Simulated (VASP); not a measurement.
# ZnS (Wurtzite-2H) (P6_3mc) in VASP: a series of runs, part 2 of 2

VASP 6.6.1.

### 3 Single point, PBEsol+D3(BJ)

This run uses another cell than the first one, of 18.78 Å³/atom, 1.005 times its volume.

File INCAR:

```
SYSTEM = ZnS
ALGO     = Normal         ! electronic algorithm
EDIFF    = 1E-6           ! SCF threshold, eV
ENCUT    = 520            ! plane-wave cutoff, eV
GGA      = PS             ! functional
ISIF     = 2              ! what is computed and relaxed
ISMEAR   = -1             ! smearing method
IVDW     = 12             ! dispersion correction
LASPH    = .TRUE.         ! aspherical terms in the spheres
LCHARG   = .TRUE.         ! write CHGCAR
LELF     = .TRUE.         ! ELF
LREAL    = .FALSE.        ! projectors in reciprocal space
LVHAR    = .TRUE.       
LWAVE    = .FALSE.        ! write WAVECAR
NBANDS   = 26             ! bands
NELM     = 60             ! most SCF steps
PREC     = Accurate       ! precision mode
SIGMA    = 0.05           ! smearing width, eV
```

File KPOINTS:

```
k-points
0
G
  8 8 5
  0 0 0
```

File POSCAR:

```
ZnS
1.0
    3.7518302661      0.0000000000      0.0000000000
   -1.8759151330      3.2491803211      0.0000000000
    0.0000000000      0.0000000000      6.1622888466
Zn S
2 2
Direct
    0.6666666667      0.3333333333      0.5055329589
    0.3333333333      0.6666666667      0.0055329589
    0.6666666667      0.3333333333      0.8794670411
    0.3333333333      0.6666666667      0.3794670411
```

Potentials or basis: VASP PAW PBE potentials, release 64 (Zn, S).

Run with:

```console
$ cat potpaw_PBE.64/Zn/POTCAR potpaw_PBE.64/S/POTCAR > POTCAR
$ mpirun -np 1 vasp_std > vasp.out
```

OUTCAR:

```text
SYSTEM = ZnS
   EDIFF = 1E-6
   ENCUT = 520
   GGA = PS
   ISIF = 2
   ISMEAR = -1
   IVDW = 12
   LASPH = .TRUE.
   LREAL = .FALSE.
   NELM = 60
   PREC = Accurate
 IVDW          = 12

 ion  position               nearest neighbor table
   1  0.667  0.333  0.506-   4 2.30   4 2.30   4 2.30   3 2.30
   2  0.333  0.667  0.006-   3 2.30   3 2.30   3 2.30   4 2.30
   3  0.667  0.333  0.879-   2 2.30   2 2.30   2 2.30   1 2.30
   4  0.333  0.667  0.379-   1 2.30   1 2.30   1 2.30   2 2.30

  LATTYP: Found a hexagonal cell.
 ALAT       =     3.7518302661
 C/A-ratio  =     1.6424753812

  Lattice vectors:

 A1 = (   3.7518302661,   0.0000000000,   0.0000000000)
 A2 = (  -1.8759151330,   3.2491803211,   0.0000000000)
 A3 = (   0.0000000000,   0.0000000000,   6.1622888466)

Analysis of symmetry for initial positions (statically):
=====================================================================
 Subroutine PRICEL returns:
 Original cell was already a primitive cell.

 Routine SETGRP: Setting up the symmetry group for a
 hexagonal supercell.

 Subroutine GETGRP returns: Found 12 space group operations
[... 170 lines left out ...]

 E-fermi :   3.5235     XC(G=0): -10.0760

 val. band max:        2.5081804597   @ k =   0.0000   0.0000   0.0000
 cond. band min:       4.7732014188   @ k =   0.0000   0.0000   0.0000
 fundamental gap:      2.2650209592
 Fermi energy:         3.5235274309

 k-point     1 :       0.0000    0.0000    0.0000
  band No.  band energies     occupation
      1     -11.0353      2.00000
      2      -9.9939      2.00000
      3      -4.0883      2.00000
      4      -4.0692      2.00000
      5      -4.0692      2.00000
      6      -3.9795      2.00000
[... 685 lines left out ...]
     25      11.6740      0.00000
     26      11.8138      0.00000

 [... further k-points ...]

------------------------ aborting loop because EDIFF is reached ----------------------------------------

 Edisp (eV)   -1.08791

 E8    (eV) :    -0.6661

  FORCE on cell =-STRESS in cart. coord.  units (eV):
  Direction    XX          YY          ZZ          XY          YZ          ZX
  --------------------------------------------------------------------------------------
  -------------------------------------------------------------------------------------
  Total      -0.06188    -0.06188    -0.05744    -0.00000     0.00000     0.00000
  in kB      -1.31988    -1.31988    -1.22518    -0.00000     0.00000     0.00000
  external pressure =       -1.29 kB  Pullay stress =        0.00 kB

 VOLUME and BASIS-vectors are now :
 -----------------------------------------------------------------------------
  energy-cutoff  :      520.00
  volume of cell :       75.12
      direct lattice vectors                 reciprocal lattice vectors
     3.751830266  0.000000000  0.000000000     0.266536578  0.153884965  0.000000000
    -1.875915133  3.249180321  0.000000000     0.000000000  0.307769930  0.000000000
     0.000000000  0.000000000  6.162288847     0.000000000  0.000000000  0.162277366

 POSITION                                       TOTAL-FORCE (eV/Angst)
 -----------------------------------------------------------------------------------
      1.87592      1.08306      3.11524         0.000000      0.000000      0.000414
     -0.00000      2.16612      0.03410        -0.000000     -0.000000      0.000414
      1.87592      1.08306      5.41953        -0.000000      0.000000     -0.000414
     -0.00000      2.16612      2.33839         0.000000     -0.000000     -0.000414
 -----------------------------------------------------------------------------------
    total drift:                               -0.000001     -0.000001     -0.000112

  FREE ENERGIE OF THE ION-ELECTRON SYSTEM (eV)
  ---------------------------------------------------
  free  energy   TOTEN  =       -16.2417388404 eV

  energy  without entropy=      -16.2417388404  energy(sigma->0) =      -16.24173884
```

Wall time 34 s (1 thread of Intel Xeon Platinum 8488C (Sapphire Rapids), shared host); peak memory 0.21 GiB.

Results:

- Free energy: -16.2417 eV
- Pressure: -0.1 GPa
- Band gap on the k mesh: 2.27 eV, direct
- Dispersion energy per atom: -0.272 eV

Caveat: three body term missing; the PAW data sets were made with another functional, which shifts forces and pressure a little.

### 4 Single point, PBEsol+D4

This run uses another cell than the first one, of 18.88 Å³/atom, 1.010 times its volume.

File INCAR:

```
ALGO = Normal ; EDIFF = 1E-7
ENCUT = 520 ; GGA = PS
ISIF = 2 ; ISMEAR = -1
IVDW = 13 ; LASPH = True
LCHARG = False ; LREAL = False
LWAVE = False ; NBANDS = 26
NELM = 80 ; PREC = Accurate
SIGMA = 0.05
```

File KPOINTS:

```
k-points
0
Gamma
  8 8 5
```

File POSCAR:

```
ZnS
1.0
    3.7579535672      0.0000000000      0.0000000000
   -1.8789767836      3.2544832554      0.0000000000
    0.0000000000      0.0000000000      6.1747292569
Zn S
2 2
Direct
    0.6666666667      0.3333333333      0.5055698313
    0.3333333333      0.6666666667      0.0055698313
    0.6666666667      0.3333333333      0.8794301687
    0.3333333333      0.6666666667      0.3794301687
```

Run with:

```console
$ cat potpaw_PBE.64/Zn/POTCAR potpaw_PBE.64/S/POTCAR > POTCAR
$ mpirun -np 1 vasp_std > vasp.out
```

Wall time 53 s (1 thread of Intel Xeon Platinum 8488C (Sapphire Rapids), shared host); peak memory 0.2 GiB.

It converged, with:

```
Free energy                : -15.8924 eV
Pressure                   : 0.2 GPa
Band gap on the k mesh     : 2.24 eV, direct
Dispersion energy per atom : -0.183 eV
```

Levels at points of the mesh, in eV from the valence-band top:
```csv
k point,band 15,band 16,band 17,band 18,band 19,band 20,band 21,band 22
"(0.00, 0.00, 0.00)",-0.96,-0.10,0.00,0.00,2.24,3.07,6.19,6.19
"(0.50, 0.00, 0.00)",-3.52,-2.41,-1.85,-0.96,3.50,4.25,4.94,6.79
```

Caveat: the PAW data sets were made with another functional, which shifts forces and pressure a little.

### 5 Single point, PBEsol

This run uses another cell than the first one, of 19.22 Å³/atom, 1.028 times its volume.

File INCAR:

```
SYSTEM = ZnS
PREC     = Accurate       ! precision mode
ENCUT    = 520            ! plane-wave cutoff, eV
EDIFF    = 1E-6           ! SCF threshold, eV
ISMEAR   = -1             ! smearing method
SIGMA    = 0.05           ! smearing width, eV
LREAL    = .FALSE.        ! projectors in reciprocal space
LASPH    = .TRUE.         ! aspherical terms in the spheres
NELM     = 100            ! most SCF steps
ALGO     = Normal         ! electronic algorithm
ISIF     = 2              ! what is computed and relaxed
LWAVE    = .FALSE.        ! write WAVECAR
LCHARG   = .FALSE.        ! write CHGCAR
GGA      = PS             ! functional
NBANDS   = 26             ! bands
```

File KPOINTS:

```
Automatic mesh
0
G
  8 8 5
  0 0 0
```

File POSCAR:

```
ZnS
1.0
    3.7816279677      0.0000000000      0.0000000000
   -1.8908139838      3.2749858877      0.0000000000
    0.0000000000      0.0000000000      6.2088947527
Zn S
2 2
Direct
    0.6666666667      0.3333333333      0.5054429347
    0.3333333333      0.6666666667      0.0054429347
    0.6666666667      0.3333333333      0.8795570653
    0.3333333333      0.6666666667      0.3795570653
```

Run with:

```console
$ cat potpaw_PBE.64/Zn/POTCAR potpaw_PBE.64/S/POTCAR > POTCAR
$ mpirun -np 1 vasp_std > vasp.out
```

Run time: 42 s. Hardware: 1 thread of Intel Xeon Platinum 8488C (Sapphire Rapids), shared host; peak memory 0.18 GiB.

It converged, with:

* Free energy: -15.1671 eV
* Pressure: 0.2 GPa
* Band gap on the k mesh: 2.16 eV, direct

Levels at points of the mesh, in eV from the valence-band top:
```csv
k point,band 15,band 16,band 17,band 18,band 19,band 20,band 21,band 22
"(0.00, 0.00, 0.00)",-0.94,-0.09,0.00,0.00,2.16,3.03,6.21,6.21
"(0.50, 0.00, 0.00)",-3.43,-2.35,-1.80,-0.93,3.52,4.20,4.96,6.80
```

Caveat: the PAW data sets were made with another functional, which shifts forces and pressure a little.

### 6 Single point, PBEsol+D3(BJ)

This run uses another cell than the first one, of 19.60 Å³/atom, 1.049 times its volume.

File INCAR:

```
SYSTEM = ZnS
PREC = Accurate ; ENCUT = 520
EDIFF = 1E-6 ; ISMEAR = -1
SIGMA = 0.05 ; LREAL = .FALSE.
LASPH = .TRUE. ; NELM = 100
ALGO = Normal ; ISIF = 2
LWAVE = .FALSE. ; LCHARG = .FALSE.
GGA = PS ; IVDW = 12
NBANDS = 26
```

KPOINTS is that of step 5.

File POSCAR:

```
ZnS
1.0
    3.8110000000      0.0000000000      0.0000000000
   -1.9055000000      3.3004228138      0.0000000000
    0.0000000000      0.0000000000      6.2340000000
Zn S
2 2
Direct
    0.6666666667      0.3333333333      0.5000000000
    0.3333333333      0.6666666667      0.0000000000
    0.6666666667      0.3333333333      0.8850000000
    0.3333333333      0.6666666667      0.3850000000
```

Potentials or basis: VASP PAW PBE potentials, release 64 (Zn, S).

Run with:

```console
$ cat potpaw_PBE.64/Zn/POTCAR potpaw_PBE.64/S/POTCAR > POTCAR
$ mpirun -np 1 vasp_std > vasp.out
```

Run time: 47 s. Hardware: 1 thread of Intel Xeon Platinum 8488C (Sapphire Rapids), shared host; peak memory 0.19 GiB.

It converged, with:

```
Free energy                : -16.1842 eV
Pressure                   : -3.2 GPa
Largest force              : 0.307 eV/Å
Band gap on the k mesh     : 2.12 eV, direct
Dispersion energy per atom : -0.261 eV
```

Forces on the atoms (eV/Å):
```
Zn   0.000  0.000  0.307
Zn   0.000  0.000  0.307
S    0.000  0.000 -0.307
S    0.000  0.000 -0.307
```

Stress tensor (GPa, compression positive):
```
-2.62  0.00  0.00
 0.00 -2.62  0.00
 0.00  0.00 -4.46
```

Levels at points of the mesh, in eV from the valence-band top:
```csv
k point,band 16,band 17,band 18,band 19,band 20,band 21
"(0.00, 0.00, 0.00)",-0.01,-0.01,0.00,2.12,2.88,6.21
"(0.50, 0.00, 0.00)",-2.28,-1.60,-0.99,3.49,4.17,5.05
```

Caveat: three body term missing; the PAW data sets were made with another functional, which shifts forces and pressure a little.

### 7 Overview

| level | cell | gap on the mesh (eV) | pressure (GPa) |
| --- | --- | --- | --- |
| PBEsol+D3(BJ) | a = 3.746, b = 3.746, c = 6.154 Å, angles 90.0, 90.0, 120.0°, 4 atoms | 2.29 | 0.2 |
| PBEsol+D3(BJ) | a = 3.752, b = 3.752, c = 6.162 Å, angles 90.0, 90.0, 120.0°, 4 atoms | 2.27 | -0.1 |
| PBEsol+D4 | a = 3.758, b = 3.758, c = 6.175 Å, angles 90.0, 90.0, 120.0°, 4 atoms | 2.24 | 0.2 |
| PBEsol | a = 3.782, b = 3.782, c = 6.209 Å, angles 90.0, 90.0, 120.0°, 4 atoms | 2.16 | 0.2 |
| PBEsol+D3(BJ) | a = 3.811, b = 3.811, c = 6.234 Å, angles 90.0, 90.0, 120.0°, 4 atoms | 2.12 | -3.2 |

Alike in all rows: task single point; potentials or basis VASP PAW PBE potentials, release 64 (Zn, S); no spin polarisation; k mesh 8 × 8 × 5; cutoff (eV) 520; smearing fermi-dirac 0.05 eV.

Caveats: the PAW data sets were made with another functional, which shifts forces and pressure a little; three body term missing (some runs).

Absolute energies hang on the potentials; compare differences alone.

### 8 How close it comes

Step 2. Measured gap of ZnS: 3.911 eV (direct; 4 K; a printed reference work, monograph). This calculation gives 2.29 eV (-1.63 eV). The value is that of PBEsol+D3(BJ), without temperature or zero-point motion. Semilocal functionals fall short of measured gaps as a rule.

Step 3. A measured gap of ZnS is 3.911 eV (direct; 4 K; a printed reference work, monograph); the calculated 2.27 eV misses it by -1.65 eV. The value is that of PBEsol+D3(BJ), without temperature or zero-point motion. Semilocal functionals fall short of measured gaps as a rule.

Step 4. Against the measured gap of ZnS, 3.911 eV (direct; 4 K; a printed reference work, monograph), the calculated 2.24 eV is off by -1.67 eV. The value is that of PBEsol+D4, without temperature or zero-point motion. Semilocal functionals fall short of measured gaps as a rule.

Step 5. A measured gap of ZnS is 3.911 eV (direct; 4 K; a printed reference work, monograph); the calculated 2.16 eV misses it by -1.75 eV. The value is that of PBEsol, without temperature or zero-point motion. Semilocal functionals fall short of measured gaps as a rule.
